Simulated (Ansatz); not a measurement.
Mn3Si under changes of volume

One of the cells (11.709 Å³/atom); the others are scaled copies at fixed shape and fractional positions:

```xyz
4
Lattice="0.0000 2.8610 2.8610 2.8610 0.0000 2.8610 2.8610 2.8610 0.0000" Properties=species:S:1:pos:R:3 pbc="T T T"
Mn    4.2915    4.2915    4.2915
Mn    1.4305    1.4305    1.4305
Mn    2.8610    2.8610    2.8610
Si    0.0000    0.0000    0.0000
```

```yaml
Program: Ansatz 0.2.0
Functional: PBEsol
Potentials_or_basis: Ansatz PAW
Cutoff: "420 eV (not typed: the program's choice for these potentials)"
k_mesh: 8 × 8 × 8
Occupations: fermi-dirac, width 0.05 eV
Spin: collinear spin, ferromagnetic start
Starting_moments: "[4.0, 4.0, 4.0, 0.0] μB"
```

```tsv
volume (Å³/atom)	energy over the lowest point (meV/atom)	pressure (GPa)	moment (μB per cell)
11.007	0.00	-4.7	1.04
11.241	9.50	-8.8	1.03
11.475	24.82	-12.6	1.02
11.709	45.39	-15.9	1.01
11.943	70.70	-18.9	1.01
12.177	100.23	-21.5	1.01
12.412	?	?	?
```

What does the run at 12.412 Å³/atom give?

Energy over the lowest point 133.46 meV/atom; pressure -23.9 GPa; moment 1.00 μB per cell.

Worked out: A Birch-Murnaghan fit of order 3 (a polynomial in V^(-2/3)) to the other rows has its minimum at 10.79 Å³/atom, just outside them, with B0 = V·E''(V) = 226 GPa and B' = 3.9. It gives 133.74 meV/atom at 12.412 Å³/atom, against the run's 133.46, and -dE/dV = -24.1 GPa, against -23.9. A straight line through the other rows of the moment, of slope -0.0269 μB per Å³/atom, extrapolates to 1.00 μB, against the run's 1.00.

Energies are extrapolated to zero smearing.

Caveats: the PAW data sets come from PBE, with cores solved anew for the run's functional, which leaves a small shift of forces and pressure; the starting moments weren't kept.
